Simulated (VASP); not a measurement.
**A VASP 6.6.1 single-point calculation on Cu2O**

INCAR

```
NSW = 0
LDAUJ = 0 0
ISMEAR = 0
NELM = 120
LDAUU = 2.0 0
ENCUT = 520
PREC = Accurate
EDIFF = 1E-7
LWAVE = .FALSE.
LDAUTYPE = 2
LASPH = .TRUE.
ISIF = 2
IBRION = -1
LDAU = .TRUE.
GGA = PE
LCHARG = .FALSE.
NBANDS = 37
SIGMA = 0.2
LREAL = .FALSE.
LDAUL = 2 -1
LMAXMIX = 4
```

KPOINTS

```
KPOINTS created by Atomic Simulation Environment
0
Gamma
6 6 6
0 0 0
```

POSCAR

```
Cu O
 1.0000000000000000
     4.1611586921999999    0.0000000000000000    0.0000000000000000
     0.0000000000000000    4.1611586921999999    0.0000000000000000
     0.0000000000000000    0.0000000000000000    4.1611586921999999
 Cu  O
   4   2
Cartesian
  1.0402896730500000  1.0402896730500000  3.1208690191499997
  3.1208690191499997  1.0402896730500000  1.0402896730500000
  1.0402896730500000  3.1208690191499997  1.0402896730500000
  3.1208690191499997  3.1208690191499997  3.1208690191499997
  2.0805793460999999  2.0805793460999999  2.0805793460999999
  0.0000000000000000  0.0000000000000000  0.0000000000000000
```

The recommended PBE PAW datasets give the neutral cell 56 valence electrons.

Command

```
mpirun -np 1 vasp_std
```

OSZICAR

```
N       E                     dE             d eps       ncg     rms          rms(c)
DAV:   1     0.559475871826E+03    0.55948E+03   -0.25242E+04  1480   0.248E+03
DAV:   2     0.699114841450E+02   -0.48956E+03   -0.46566E+03  1485   0.470E+02
DAV:   3    -0.234900124333E+02   -0.93401E+02   -0.88895E+02  1794   0.224E+02
DAV:   4    -0.292731954210E+02   -0.57832E+01   -0.57118E+01  2040   0.626E+01
DAV:   5    -0.293394601478E+02   -0.66265E-01   -0.66231E-01  1895   0.791E+00    0.160E+01
DAV:   6    -0.258425784290E+02    0.34969E+01   -0.34071E+01  2045   0.111E+02    0.859E+00
DAV:   7    -0.243943204966E+02    0.14483E+01   -0.90112E+00  1949   0.657E+01    0.310E+00
DAV:   8    -0.244199439344E+02   -0.25623E-01   -0.78405E-01  1718   0.526E+00    0.176E+00
DAV:   9    -0.243992582736E+02    0.20686E-01   -0.38598E-02  2305   0.327E+00    0.294E-01
DAV:  10    -0.243980392917E+02    0.12190E-02   -0.11622E-02  1928   0.110E+00    0.174E-01
DAV:  11    -0.243978656384E+02    0.17365E-03   -0.33168E-03  2264   0.611E-01    0.670E-02
DAV:  12    -0.243978251510E+02    0.40487E-04   -0.73722E-04  2120   0.297E-01    0.238E-02
DAV:  13    -0.243978132443E+02    0.11907E-04   -0.69189E-05  2012   0.108E-01    0.345E-03
DAV:  14    -0.243978143921E+02   -0.11479E-05   -0.10681E-05  2096   0.372E-02    0.252E-03
DAV:  15    -0.243978143002E+02    0.91936E-07   -0.14229E-06  1995   0.145E-02    0.146E-03
DAV:  16    -0.243978142336E+02    0.66581E-07   -0.17294E-07   924   0.806E-03
   1 F= -.24397814E+02 E0= -.24397794E+02  d E =-.407525E-04
```

Standard output (part)

```
POSCAR found type information on POSCAR CuO
 POSCAR found :  2 types and       6 ions
 LDA part: xc-table for (Slater+PW92), standard interpolation
 POSCAR, INCAR and KPOINTS ok, starting setup
 WAVECAR not read
 entering main loop
```

From OUTCAR

```
k-points           NKPTS =     20   k-points in BZ     NKDIM =     20   number of bands    NBANDS=     37

   NELECT =      56.0000    total number of electrons

   dimension x,y,z NGX =    32 NGY =   32 NGZ =   32
   dimension x,y,z NGXF=    64 NGYF=   64 NGZF=   64

  energy-cutoff  :      520.00
  volume of cell :       72.05
      direct lattice vectors                 reciprocal lattice vectors
     4.161158692  0.000000000  0.000000000     0.240317679  0.000000000  0.000000000
     0.000000000  4.161158692  0.000000000     0.000000000  0.240317679  0.000000000
     0.000000000  0.000000000  4.161158692     0.000000000  0.000000000  0.240317679

 k-points in reciprocal lattice and weights: KPOINTS created by Atomic Simulation Env
   0.00000000  0.00000000  0.00000000       0.005
   0.16666667  0.00000000  0.00000000       0.028
   0.33333333  0.00000000  0.00000000       0.028
   0.50000000  0.00000000  0.00000000       0.014
   0.16666667  0.16666667  0.00000000       0.056
   0.33333333  0.16666667  0.00000000       0.111
   0.50000000  0.16666667  0.00000000       0.056
   0.33333333  0.33333333  0.00000000       0.056
   ...

 E-fermi :   5.7536

 k-point     1 :       0.0000    0.0000    0.0000
  band No.  band energies     occupation
      1     -15.2099      2.00000
      2     -14.2807      2.00000
      3      -2.4487      2.00000
      4      -2.4487      2.00000
      5      -2.4487      2.00000
      6       0.1534      2.00000
      7       0.3967      2.00000
      8       0.3967      2.00000
      9       0.3967      2.00000
     10       1.6801      2.00000
     11       1.6801      2.00000
     12       1.9029      2.00000
     13       1.9029      2.00000
     14       1.9029      2.00000
     15       2.7819      2.00000
     16       2.7819      2.00000
     17       2.9426      2.00000
     18       2.9426      2.00000
     19       2.9426      2.00000
     20       3.0542      2.00000
     21       3.0542      2.00000
     22       3.0542      2.00000
     23       3.2991      2.00000
     24       3.2991      2.00000
     25       3.2991      2.00000
     26       5.3121      1.99820
     27       5.3121      1.99820
     28       5.3121      1.99820
     29       6.1206      0.00946
     30       6.6302      0.00000
     31       6.6302      0.00000
     32      13.9319      0.00000
     33      13.9319      0.00000
     34      13.9319      0.00000
     35      15.1850      0.00000
     36      15.1850      0.00000
     37      15.1850      0.00000

 ...

  Total        6.1107363      6.1107363      6.1107363      0.0000000      0.0000000     -0.0000000
  in kB      135.8817988    135.8817988    135.8817988      0.0000000      0.0000000     -0.0000000
  external PRESSURE =     135.8817988 kB  Pullay stress =       0.0000000 kB

 POSITION                                       TOTAL-FORCE (eV/Angst)
 -----------------------------------------------------------------------------------
      1.04029      1.04029      3.12087        -0.000000      0.000000     -0.000000
      3.12087      1.04029      1.04029        -0.000000     -0.000000     -0.000000
      1.04029      3.12087      1.04029         0.000000     -0.000000      0.000000
      3.12087      3.12087      3.12087        -0.000000     -0.000000      0.000000
      2.08058      2.08058      2.08058         0.000000      0.000000      0.000000
      0.00000      0.00000      0.00000         0.000000      0.000000      0.000000
 -----------------------------------------------------------------------------------
    total drift:                               -0.000000      0.000000     -0.000000

  FREE ENERGIE OF THE ION-ELECTRON SYSTEM (eV)
  ---------------------------------------------------
  free  energy   TOTEN  =       -24.3978142336 eV

  energy  without entropy=      -24.3977734811  energy(sigma->0) =      -24.39779386
```

It converged. Results: gap between bands v and c on the k mesh 0.81 eV; least direct gap on the k mesh 0.81 eV; pressure 13.6 GPa. Band v is the last that the valence electrons fill when counted band by band, and c is the next.

For comparison, a separate PBE run of the intended cell, on usual settings and not on those above, gives a gap of 0.71 eV on its mesh and a pressure of 14.8 GPa.

The run above took about 62 s on one core of a shared host (Intel Xeon Platinum 8488C) and held 0.19 GiB at most.
